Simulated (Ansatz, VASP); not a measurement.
**Two plane-wave programs on KBr**

Contents of INCAR:

```
SYSTEM = KBr
PREC = Accurate
ENCUT = 520
EDIFF = 1E-6
ISMEAR = 0
SIGMA = 0.05
LREAL = .FALSE.
LASPH = .TRUE.
NELM = 100
ALGO = Normal
ISIF = 2
LWAVE = .FALSE.
LCHARG = .TRUE.
GGA = PE
LELF = .TRUE.
LVHAR = .TRUE.
NBANDS = 15
```

Contents of KPOINTS:

```
Automatic mesh
0
G
  6 6 6
  0 0 0
```

File POSCAR:

```
KBr
1.0
    4.0434990000      0.0000000000      0.0000000000
    0.0000000000      4.0434990000      0.0000000000
    0.0000000000      0.0000000000      3.9828465150
K Br
1 1
Direct
    0.0000000000      0.0000000000      0.0000000000
    0.5000000000      0.5000000000      0.5000000000
```

Input for Ansatz:

```yaml
crystal:
  lattice:
    - [4.043499, 0.0, 0.0]
    - [0.0, 4.043499, 0.0]
    - [0.0, 0.0, 3.982846515]
  atoms:
    - { symbol: K, position: [0.0, 0.0, 0.0] }
    - { symbol: Br, position: [0.5, 0.5, 0.5] }
basis:
  ecutwfc: 420
kpoints:
  mp_grid: { grid: [6, 6, 6] }
hamiltonian:
  xc: pbe
scf:
  occupations: { method: gaussian, width: 0.05 }
output:
  forces: true
  stress: true
  eigenvalues: true
```

Change from the starting cell: strain -0.0150 x Voigt [0, 0, 1, 0, 0, 0], atoms carried along.

Alike in both runs: task single point; functional PBE; k mesh 6 × 6 × 6; occupations gaussian, width 0.05 eV; no spin polarisation.

|  | VASP | Ansatz |
| --- | --- | --- |
| version | VASP 6.6.1 | Ansatz 0.2.0 |
| potentials or method | VASP PAW PBE potentials, release 64 (K_sv, Br) | scalar-relativistic, plane waves, PAW |
| plane-wave cutoff (eV) | 520 | 420 |
| valence electrons in the cell | 16 | 16 |

```csv
,VASP,Ansatz,Ansatz less VASP
gap on the k mesh at the Fermi level (eV),3.86,3.86,+0.001
least direct gap on the mesh (eV),4.11,4.11,0.000
pressure (GPa),0.2,0.2,-0.04
largest component of the traceless stress (GPa),0.37,0.37,+0.001
```

The functional is the same, so the differences come from potentials, cutoffs and numerics.

A k mesh can miss the band edges.
